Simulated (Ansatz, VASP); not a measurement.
# NiO2: VASP beside Ansatz

The input INCAR:

```
ALGO = Normal ; EDIFF = 1E-6
ENCUT = 520 ; ISIF = 2
ISMEAR = 0 ; LASPH = T
LCHARG = F ; LREAL = F
LWAVE = F ; NBANDS = 18
NELM = 60 ; PREC = Accurate
SIGMA = 0.05
```

The input KPOINTS:

```
k-points
0
Gamma
  12 12 6
```

File POSCAR:

```
NiO2
1.0
    2.6525108924      0.0000000000      0.0000000000
   -1.3262554462      2.2971418167      0.0000000000
    0.0000000000      0.0000000000      4.5631144882
Ni O
1 2
Direct
    0.0000000000      0.0000000000      0.5000000000
    0.6666666667      0.3333333333      0.6829609091
    0.3333333333      0.6666666667      0.3170390909
```

Input for Ansatz:

```yaml
crystal:
  lattice:
    - [2.6525108924, 0.0, 0.0]
    - [-1.3262554462, 2.2971418167, 0.0]
    - [0.0, 0.0, 4.5631144882]
  atoms:
    - { symbol: Ni, position: [0.0, 0.0, 0.5] }
    - { symbol: O, position: [0.6666666667, 0.3333333333, 0.6829609091] }
    - { symbol: O, position: [0.3333333333, 0.6666666667, 0.3170390909] }
basis:
  ecutwfc: 520.0
kpoints:
  mp_grid: { grid: [12, 12, 6] }
hamiltonian:
  xc: lda
  pseudopotentials: { kind: paw }
scf:
  occupations: { method: gaussian, width: 0.05 }
output:
  forces: true
  stress: true
  eigenvalues: true
```

Alike in both runs: task single point; functional LDA; k mesh 12 × 12 × 6; occupations gaussian, width 0.05 eV; no spin polarisation.

```csv
,VASP,Ansatz
version,VASP 6.6.1,Ansatz 0.2.0
potentials or method,"VASP PAW LDA potentials, release 64 (Ni, O)","scalar-relativistic, plane waves, PAW"
plane-wave cutoff (eV),520,520
valence electrons in the cell,22,30
```

```csv
,VASP,Ansatz,Ansatz less VASP
gap on the k mesh at the Fermi level (eV),1.13,1.16,+0.035
least direct gap on the mesh (eV),1.61,1.64,+0.032
rms of the force components (eV/Å),1.746,1.689,-0.0571
```

Atom by atom the forces differ by 0.057 eV/Å (rms over components). The two sets of potentials don't hold the same shells in valence.

Caveats: forces of over 1 eV/Å show positions far from the minimum, so gaps and moduli don't describe the material at rest. Spin polarisation is off, so any magnetic state and its effect on volume and gap are missing. A k mesh can miss the band edges.
